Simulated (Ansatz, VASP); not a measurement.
## One calculation of RbBr, two programs

INCAR

```
SYSTEM = RbBr
PREC = Accurate
ENCUT = 520
EDIFF = 1E-6
ISMEAR = 0
SIGMA = 0.05
LREAL = .False.
LASPH = .True.
NELM = 80
ALGO = Normal
ISIF = 2
LWAVE = .False.
LCHARG = .False.
GGA = PE
NBANDS = 15
```

The input KPOINTS:

```
Automatic mesh
0
Gamma
  6 6 6
  0 0 0
```

File POSCAR:

```
RbBr
1.0
    4.1260773000      0.0000000000      0.0000000000
    0.0000000000      4.1260773000      0.0000000000
    0.0000000000      0.0000000000      4.4561634840
Rb Br
1 1
Direct
    0.0000000000      0.0000000000      0.0000000000
    0.5000000000      0.5000000000      0.5000000000
```

Input for Ansatz:

```yaml
crystal:
  lattice:
    - [4.1260773, 0.0, 0.0]
    - [0.0, 4.1260773, 0.0]
    - [0.0, 0.0, 4.456163484]
  atoms:
    - { symbol: Rb, position: [0.0, 0.0, 0.0] }
    - { symbol: Br, position: [0.5, 0.5, 0.5] }
basis:
  ecutwfc: 420
kpoints:
  mp_grid: { grid: [6, 6, 6] }
hamiltonian:
  xc: pbe
scf:
  occupations: { method: gaussian, width: 0.05 }
output:
  forces: true
  stress: true
  eigenvalues: true
```

Change from the starting cell: strain +0.000 along x and y, +0.080 along z, atoms carried along.

Alike in both runs: task single point; functional PBE; k mesh 6 × 6 × 6; occupations gaussian, width 0.05 eV; no spin polarisation.

|  | VASP | Ansatz |
| --- | --- | --- |
| version | VASP 6.6.1 | Ansatz 0.2.0 |
| potentials or method | VASP PAW PBE potentials, release 64 (Rb_sv, Br) | scalar-relativistic, plane waves, PAW |
| plane-wave cutoff (eV) | 520 | 420 |
| valence electrons in the cell | 16 | 16 |

```tsv
	VASP	Ansatz	Ansatz less VASP
gap on the k mesh at the Fermi level (eV)	3.66	3.66	+0.001
least direct gap on the mesh (eV)	3.80	3.80	0.000
pressure (GPa)	-0.3	-0.3	-0.02
largest component of the traceless stress (GPa)	1.42	1.42	0.000
```

The functional is the same, so the differences come from potentials, cutoffs and numerics.

A k mesh can miss the band edges.
